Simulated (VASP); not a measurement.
Ge2Sb2Te5: density of states with PBE

The system is Ge2Sb2Te5.

```xyz
9
Lattice="6.8391 -3.0660 0.0000 6.8391 3.0660 0.0000 -6.8310 0.0000 6.8476" Properties=species:S:1:pos:R:3 pbc="T T T"
Te    5.4948    0.0000    2.6461
Te    9.5385    0.0000    1.3429
Te    0.0699    0.0000    0.0441
Te   -2.7069    0.0000    5.5452
Te    1.3918    0.0000    4.0888
Sb    8.3181    0.0000    4.0255
Sb   -1.3207    0.0000    2.8579
Ge    2.6055    0.0000    1.2862
Ge    6.7274    0.0000    0.0756
```

The cell comes from a database or a generator and needn't be the stable form of this composition.

| Item | Value |
| --- | --- |
| Program | VASP 6.6.1 |
| Task | density of states |
| Functional | PBE |
| Potentials or basis | VASP PAW PBE potentials, release 64 (Te, Sb, Ge_d) |
| Cutoff | 520 eV |
| k mesh | 4 × 4 × 3 |
| Occupations | gaussian, width 0.02 eV |
| Spin | no spin polarisation |
| k mesh for the DOS | 6 × 6 × 5 |
| Occupations for the DOS | tetrahedron |
| Further INCAR settings | ALGO = Normal; EDIFF = 1e-06; NBANDS = 44 |

```json
{"Valence electrons inside the program's atomic spheres": "Te 3.34, 3.35; Sb 2.30; Ge 12.09"}
```

Levels at points of the mesh, in eV from the valence-band top:
```
           k point  band 32  band 33  band 34  band 35  band 36  band 37
(0.00, 0.00, 0.00)    -0.50    -0.42    -0.41     1.05     1.34     2.43
(0.50, 0.00, 0.00)    -0.69    -0.54     0.00     0.06     0.58     0.69
(0.50, 0.50, 0.00)    -0.83    -0.80    -0.79     2.14     2.64     2.81
```

States per cell in windows of 0.5 eV (zero at the valence-band top; states under -8 eV left out):
```
from (eV)  total  Te5_p  Te1_p  Te2_p  Te3_p  Te4_p  Sb6_p
     -8.0   1.46   0.01   0.01   0.02   0.02   0.01   0.00
     -7.5   1.29   0.01   0.01   0.01   0.02   0.01   0.00
     -7.0   0.85   0.01   0.01   0.01   0.01   0.01   0.00
     -6.5   0.30   0.00   0.00   0.00   0.00   0.00   0.00
     -6.0   0.02   0.00   0.00   0.00   0.00   0.00   0.00
     -5.5   0.19   0.01   0.01   0.01   0.01   0.00   0.01
     -5.0   1.35   0.08   0.08   0.05   0.05   0.04   0.07
     -4.5   2.18   0.12   0.11   0.10   0.09   0.09   0.11
     -4.0   2.17   0.13   0.12   0.10   0.10   0.07   0.12
     -3.5   4.01   0.23   0.21   0.22   0.18   0.18   0.18
     -3.0   3.01   0.17   0.16   0.18   0.17   0.15   0.10
     -2.5   3.64   0.22   0.22   0.24   0.24   0.16   0.11
     -2.0   3.68   0.25   0.26   0.24   0.25   0.16   0.10
     -1.5   3.14   0.21   0.22   0.23   0.24   0.23   0.05
     -1.0   3.35   0.20   0.20   0.23   0.25   0.42   0.04
     -0.5   3.18   0.21   0.22   0.23   0.25   0.34   0.03
      0.0   0.39   0.01   0.01   0.01   0.01   0.01   0.04
      0.5   1.86   0.05   0.05   0.05   0.03   0.05   0.17
      1.0   2.25   0.08   0.07   0.07   0.05   0.06   0.17
      1.5   2.76   0.12   0.10   0.11   0.08   0.08   0.18
      2.0   2.85   0.13   0.11   0.12   0.10   0.07   0.19
      2.5   2.48   0.10   0.10   0.11   0.10   0.07   0.15
      3.0   3.38   0.12   0.14   0.13   0.17   0.11   0.16
      3.5   2.96   0.10   0.12   0.10   0.12   0.12   0.12
      4.0   0.99   0.04   0.04   0.04   0.03   0.02   0.04
      4.5   0.09   0.00   0.00   0.00   0.00   0.00   0.00
      5.0   0.00   0.00   0.00   0.00   0.00   0.00   0.00
      5.5   0.00   0.00   0.00   0.00   0.00   0.00   0.00
```

Run time: 11 min on 1 thread of Intel(R) Xeon(R) Platinum 8559C (Emerald Rapids), on a shared host, peak memory 0.88 GiB.

The run has no spin-orbit coupling, so splittings on Sb, Te are missing.
